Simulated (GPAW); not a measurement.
**CdSe and the effect of the volume of the cell**

```
Cd Se
1.0
     0.00000    3.07027    3.07027
     3.07027    0.00000    3.07027
     3.07027    3.07027    0.00000
Cd Se
1 1
Direct
  0.00000 0.00000 0.00000
  0.25000 0.25000 0.25000
```

The cell is a database's computed one, not the measured one.

Kept alike: task dielectric tensor; functional PBE; k mesh 6 × 6 × 6; occupations fermi-dirac, width 0.001 eV; no spin polarisation. Program: GPAW, GPAW PAW data sets (gpaw-data 1.2.1), cutoff 450 eV. The mesh is that of the run's cell of 2 atoms. No spin-orbit coupling.

| run | band gap (eV) | free energy over the lowest row (meV/atom) |
| --- | --- | --- |
| A | 0.462 | 1.19 |
| B | 0.626 | 18.18 |
| C | 0.423 | 5.11 |
| D | 0.668 | 32.64 |
| E | 0.543 | 2.38 |
| F | 0.584 | 8.15 |
| G | 0.502 | 0.00 |

The cell shown is the unstrained one; x, y and z are its Cartesian axes; atoms keep their fractions. Spin-orbit coupling, left out here, moves the band edges of heavy atoms and can close or invert small gaps. A gap read on the mesh alone can miss an edge between its points.

Q: The runs differ in the volume of the cell alone: 0.94; 0.96; 0.98; 1; 1.02; 1.04; 1.06 times the cell shown. Which run is which?

A: Run A is 1.04 times the cell shown; run B is 0.96 times the cell shown; run C is 1.06 times the cell shown; run D is 0.94 times the cell shown; run E is 1 times the cell shown; run F is 0.98 times the cell shown; run G is 1.02 times the cell shown. The band gap falls from 0.668 to 0.423 eV between 0.94 and 1.06 times the cell shown. The free energy is lowest at 1.02, and 32.64 meV an atom higher at 0.94.

The gap narrows at every step of expansion, as expected for a direct-gap zinc-blende semiconductor. The conduction-band minimum at the zone centre is an antibonding combination of Cd and Se s states, so shortening the bonds pushes it up strongly. The valence-band top, mainly Se p, responds less, and its repulsion from the filled Cd d shell grows under compression and offsets part of the opening.

The free energy instead passes through a minimum and rises more steeply on the compressed side, the usual anharmonicity set by short-range repulsion. Its lowest sampled point lies at 1.02 times the cell shown, which suggests that the database cell was relaxed with a functional that binds more tightly than PBE.

All the gaps are far below the measured one. PBE lacks the derivative discontinuity and places the Cd d states too high, which exaggerates the p–d repulsion; the direction of the volume trend is therefore more trustworthy than the absolute gaps. Nothing here bears on the competition with wurtzite.
